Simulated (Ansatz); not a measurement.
# GaN: equation of state with RPBE

The system is GaN.

```
Ga N
1.0
     0.00000    2.25350    2.25350
     2.25350    0.00000    2.25350
     2.25350    2.25350    0.00000
Ga N
1 1
Direct
  0.00000 0.00000 0.00000
  0.25000 0.25000 0.25000
```

The cell is a database's computed one.

```json
{
 "Program": "Ansatz 0.2.0",
 "Task": "equation of state",
 "Functional": "RPBE",
 "Potentials or basis": "Ansatz PAW",
 "Cutoff": "420 eV",
 "Density cutoff": "1680 eV",
 "k mesh": "10 × 10 × 10",
 "Occupations": "fermi-dirac, width 0.05 eV",
 "Spin": "no spin polarisation"
}
```

| Quantity | Value |
| --- | --- |
| Equilibrium volume | 12.04 Å³/atom |
| Bulk modulus | 161 GPa |
| Pressure derivative of the bulk modulus | 4.4 |

Energy against volume, from the lowest point:
```tsv
volume (Å³/atom)	energy (meV/atom)
10.757	84.07
10.986	54.55
11.215	32.12
11.444	16.07
11.673	5.69
11.902	0.51
12.131	0.00
```

All runs of the series together: 6 s on 2 threads of AMD EPYC 7B13 (Zen 3), with other jobs on the host.

Caveat: the potentials were made for another functional, which shifts forces and pressure.
